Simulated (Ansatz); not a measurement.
A zone-centre phonon calculation by perturbation theory of a 2-atom cell of BeSe started from a crystallographic database with the plane-wave code Ansatz, at the level PBEsol. The cell was relaxed beforehand with PBEsol.

Input (YAML):
```yaml
crystal:
  lattice:
    - [0.0, 2.5643006799, 2.5643006799]
    - [2.5643006799, 0.0, 2.5643006799]
    - [2.5643006799, 2.5643006799, 0.0]
  atoms:
    - { symbol: Be, position: [0.0, 0.0, 0.0] }
    - { symbol: Se, position: [0.25, 0.25, 0.25] }
kpoints:
  mp_grid: { grid: [8, 8, 8] }
hamiltonian:
  xc: pbesol
scf:
  occupations: { method: fixed }
phonons:
  method: dfpt
  dielectric: true
  qpoints: [[0, 0, 0]]
  rigid_motions: translations
```

Command: `ansatz run input.yaml --threads 2 --pin off --max-ram 2211MiB --backend cpu --events-out ev --progress --plain --runs-dir out`. Wall time 21 s on 2 threads of Arm Neoverse V1, with other jobs on the host, load about 0.4 per core; peak host memory 0.45 GiB.

Main lines of the log:
```
Pseudopotential: Be, paw, valence charge 2, recommended cutoff 420 eV (normal)
Pseudopotential: Se, paw, valence charge 16, recommended cutoff 420 eV (normal)
Functional definition: PBEsol
Crystal: 2 atoms, lattice volume = 33.724 Å³
Basis set: ecut = 420 eV, 645 PW (Γ)
Bands: 13, of which v1, the nominal top of the filled ones, is band 9 counted from 1 (8 counted from 0)
Symmetry: 24 space group operations
k-points: 95 of 512 (irreducible under 4 space group operations, time reversal used)
preconditioner: auto → none  [insulator: Δε(μ)=2.455 eV  ℏωp=18.1 eV]
WARN: field response: ε∞ stands inside a basis, on 8×8×8 points; the force constants stand on the 8×8×8 k-mesh, whose period is 13.87 times the interband length at k = (0.0000, 0.0000, 0.0000), direct gap 4.286 eV, under 14 […]
SCF converged after 7 iterations
Free energy (F): -5516.161871 eV
Fermi energy:    7.010634 eV
--- Per-component energies (eV) ---
  E_band       = -383.828525
  E_kinetic    = 139.427828
  E_local      = -2516.320178
  E_nonlocal   = -588.896699
  E_hartree    = 1241.876119
  E_xc         = -123.177781
  E_vxc        = -119.276464
  E_paw        = -1924.549617
  E_vpaw       = 217.485100
  E_ewald      = -1745.538962
  E_core_change = 1.017982
--- Phonons (Γ-DFPT): 2 representative perturbations + reference, on 95 of 512 k-points ---
  Γ frequencies (cm⁻¹): 0.00 0.00 0.00 509.01 509.01 509.01
  ε∞ (high-frequency dielectric tensor):
        6.113875     0.000000     0.000000
        0.000000     6.113875     0.000000
        0.000000     0.000000     6.113875
  ε⁰ (static dielectric tensor: ions relaxed, cell fixed):
        7.741613     0.000000     0.000000
        0.000000     7.741613     0.000000
        0.000000     0.000000     7.741613
  ε⁰ − ε∞ (ionic part):
        1.627738     0.000000     0.000000
        0.000000     1.627738     0.000000
        0.000000     0.000000     1.627738
  Born effective charges Z* (e; rows j = field, columns β = displacement):
    site 0:
         1.52907    0.00000    0.00000
         0.00000    1.52907    0.00000
         0.00000    0.00000    1.52907
    site 1:
        -1.52907    0.00000    0.00000
         0.00000   -1.52907    0.00000
         0.00000    0.00000   -1.52907
  ε∞ is read to err by 1.6e-2, Z* by 1.7e-2 e
  optical modes at Γ without the LO–TO term, one row a degenerate level:
      ω (cm⁻¹)  modes    IR ((D/Å)²/amu)
        509.01      3            20.0051
  optical modes at Γ + LO–TO along q̂ = [1.0000, 0.0000, 0.0000]:
      ω (cm⁻¹)  modes    IR ((D/Å)²/amu)
        509.01      2            13.3368
        572.78      1             6.6684
  optical modes at Γ + LO–TO along q̂ = [0.0000, 1.0000, 0.0000]: as above
  optical modes at Γ + LO–TO along q̂ = [0.0000, 0.0000, 1.0000]: as above
```

The optical mode at Γ lies at 509 cm⁻¹ without the longitudinal term. With the long-range field the highest mode reaches 573 cm⁻¹. By the program's warning the force constants, and with them frequencies and ε⁰, aren't converged on this mesh. The clamped-ion dielectric constant comes out as 6.11 in all directions. With the ions relaxed, ε⁰ is 7.7 in all directions. Born charges, averaged over directions: Be +1.53, Se -1.53 e.

Calculated for a static, non-magnetic cell.

Spin-orbit coupling is left out.
